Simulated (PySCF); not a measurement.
**Two-dimensional NMR puzzle**

Compound of formula C₆H₆O. Correlations simulated from computed shifts and the bond graph:

HSQC (one-bond C–H):
```tsv
δH	δC
7.53	135.3
7.11	124.8
6.95	118.7
```

COSY cross peaks (H two or three bonds apart, from the bond graph; peaks can be absent where the dihedral angle is near 90°):
```tsv
δH	δH
7.53	7.11
7.53	6.95
```

HMBC (two and three bonds, from the bond graph):
```tsv
δH	δC
7.53	163.8, 135.3, 124.8, 118.7
7.11	135.3, 118.7
6.95	163.8, 135.3, 124.8, 118.7
```

Carbons without hydrogens: δ 163.8.

How the numbers were obtained: shielding tensors at PBE0/pcSseg-1 (GIAO), GFN2-xTB geometry, in PySCF 2.14 (one computed conformer, in vacuum, equivalent nuclei averaged, non-relativistic Hamiltonian).

Shifts are taken against calculated references (same method and geometry level): ¹H (σ = 31.72 ppm), ¹³C (σ = 186.93 ppm) against TMS.

Exchangeable hydrogens are left out of these lists.

Work out the connectivity.

Results:

SMILES Oc1ccccc1.

Atom-mapped SMILES (the numbers label the heavy atoms): `[OH:1][c:2]1[cH:3][cH:4][cH:5][cH:6][cH:7]1` (H(Xn): hydrogen on atom n).

δC 163.8 is C2, an aromatic carbon bearing oxygen. δC 135.3 is C4/C6, an aromatic CH (δH 7.53). δC 124.8 is C5, an aromatic CH (δH 7.11). δC 118.7 is C3/C7, an aromatic CH (δH 6.95). HMBC from δH 7.53 reaches the proton-free carbon C2. HMBC from δH 6.95 reaches the proton-free carbon C2. COSY links 7.53–7.11, 7.53–6.95.

The data come from this structure; uniqueness wasn't tested.

OH and NH positions are those of a molecule without intermolecular hydrogen bonds; in solution they move with solvent, concentration and temperature, and exchange usually removes their couplings. Shifts are as computed. Against solution values, carbons near 30 ppm lie about +3 ppm off and those near 130 ppm about +5 ppm. Of 1211 compounds with measured shifts, 218 miss one by over three times the rms of a fit or turn the order of signals round; such compounds aren't used in these exercises.
